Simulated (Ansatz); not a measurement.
## GaP: computed DOS

Space group F-43m (No. 216). a = 5.451 Å, b = 5.451 Å, c = 5.451 Å, α = 90.00°, β = 90.00°, γ = 90.00°
```csv
atom,site,symmetry,x,y,z
Ga,4a,-43m,0.0000,0.0000,0.0000
P,4c,-43m,0.2500,0.2500,0.2500
```

The runs use the primitive cell with vectors (0.000, 2.725, 2.725), (2.725, 0.000, 2.725), (2.725, 2.725, 0.000) Å, to which the k mesh refers.

The cell is COD entry 9008846, as deposited and not checked against the literature; nothing was relaxed.

The calculation used DFT, PBEsol, all-electron LAPW, scalar-relativistic (Ansatz 0.2.0).

Sampling and basis: a Γ-centred 12×12×12 k mesh, Fermi–Dirac smearing of 0.08 eV, basis error target 0.5 meV/atom, no spin polarisation.

States per eV and cell, averaged over 0.4 eV, from -9.9 to 3.1 eV, with energies (bin centres) from the valence-band top; empty bins are left out. The partial columns, the largest 5 alone, are projections on Löwdin-orthogonalised atomic shells (those that the program's projection atoms carry: the occupied ones and, for some elements, an empty d or f shell; other empty shells have no column), summed over atoms of an element. Weights on diffuse s and p shells depend on that basis and aren't pure angular character.

```json
{"E (eV)": "-9.8", "total": "1.14", "P 3p": "0.02", "Ga 4p": "0.30", "Ga 4s": "0.07", "P 3s": "0.69", "Ga 3d": "0.04"}
{"E (eV)": "-9.4", "total": "0.28", "P 3p": "0.00", "Ga 4p": "0.08", "Ga 4s": "0.01", "P 3s": "0.18", "Ga 3d": "0.01"}
{"E (eV)": "-6.6", "total": "1.40", "P 3p": "0.64", "Ga 4p": "0.11", "Ga 4s": "0.59", "P 3s": "0.05", "Ga 3d": "0.00"}
{"E (eV)": "-6.2", "total": "1.19", "P 3p": "0.53", "Ga 4p": "0.13", "Ga 4s": "0.43", "P 3s": "0.08", "Ga 3d": "0.01"}
{"E (eV)": "-5.8", "total": "0.63", "P 3p": "0.28", "Ga 4p": "0.07", "Ga 4s": "0.20", "P 3s": "0.07", "Ga 3d": "0.00"}
{"E (eV)": "-5.4", "total": "0.43", "P 3p": "0.19", "Ga 4p": "0.05", "Ga 4s": "0.12", "P 3s": "0.05", "Ga 3d": "0.00"}
{"E (eV)": "-5.0", "total": "0.33", "P 3p": "0.15", "Ga 4p": "0.04", "Ga 4s": "0.09", "P 3s": "0.05", "Ga 3d": "0.00"}
{"E (eV)": "-4.6", "total": "0.25", "P 3p": "0.12", "Ga 4p": "0.03", "Ga 4s": "0.06", "P 3s": "0.04", "Ga 3d": "0.00"}
{"E (eV)": "-4.2", "total": "0.23", "P 3p": "0.12", "Ga 4p": "0.03", "Ga 4s": "0.05", "P 3s": "0.03", "Ga 3d": "0.00"}
{"E (eV)": "-3.8", "total": "1.12", "P 3p": "0.64", "Ga 4p": "0.37", "Ga 4s": "0.05", "P 3s": "0.03", "Ga 3d": "0.01"}
{"E (eV)": "-3.4", "total": "1.08", "P 3p": "0.63", "Ga 4p": "0.34", "Ga 4s": "0.06", "P 3s": "0.04", "Ga 3d": "0.01"}
{"E (eV)": "-3.0", "total": "1.18", "P 3p": "0.71", "Ga 4p": "0.38", "Ga 4s": "0.06", "P 3s": "0.03", "Ga 3d": "0.01"}
{"E (eV)": "-2.6", "total": "1.55", "P 3p": "0.97", "Ga 4p": "0.49", "Ga 4s": "0.05", "P 3s": "0.03", "Ga 3d": "0.01"}
{"E (eV)": "-2.2", "total": "1.47", "P 3p": "0.95", "Ga 4p": "0.44", "Ga 4s": "0.04", "P 3s": "0.02", "Ga 3d": "0.01"}
{"E (eV)": "-1.8", "total": "1.39", "P 3p": "0.94", "Ga 4p": "0.39", "Ga 4s": "0.03", "P 3s": "0.02", "Ga 3d": "0.01"}
{"E (eV)": "-1.4", "total": "1.34", "P 3p": "0.95", "Ga 4p": "0.35", "Ga 4s": "0.02", "P 3s": "0.01", "Ga 3d": "0.01"}
{"E (eV)": "-1.0", "total": "0.84", "P 3p": "0.62", "Ga 4p": "0.19", "Ga 4s": "0.01", "P 3s": "0.01", "Ga 3d": "0.01"}
{"E (eV)": "-0.6", "total": "0.44", "P 3p": "0.34", "Ga 4p": "0.08", "Ga 4s": "0.01", "P 3s": "0.00", "Ga 3d": "0.00"}
{"E (eV)": "-0.2", "total": "0.14", "P 3p": "0.11", "Ga 4p": "0.02", "Ga 4s": "0.00", "P 3s": "0.00", "Ga 3d": "0.00"}
{"E (eV)": "1.4", "total": "0.02", "P 3p": "0.00", "Ga 4p": "0.01", "Ga 4s": "0.00", "P 3s": "0.00", "Ga 3d": "0.00"}
{"E (eV)": "1.8", "total": "0.34", "P 3p": "0.05", "Ga 4p": "0.13", "Ga 4s": "0.07", "P 3s": "0.05", "Ga 3d": "0.00"}
{"E (eV)": "2.2", "total": "0.89", "P 3p": "0.18", "Ga 4p": "0.27", "Ga 4s": "0.20", "P 3s": "0.13", "Ga 3d": "0.00"}
{"E (eV)": "2.6", "total": "1.71", "P 3p": "0.40", "Ga 4p": "0.48", "Ga 4s": "0.42", "P 3s": "0.22", "Ga 3d": "0.00"}
{"E (eV)": "3.0", "total": "1.58", "P 3p": "0.43", "Ga 4p": "0.42", "Ga 4s": "0.37", "P 3s": "0.16", "Ga 3d": "0.00"}
```

**Question.** Which of the resolved shells contributes most in the top eV of the valence band?

**Answer.** P 3p, with 77 % of all states there; Ga 4p follows with 19 %.
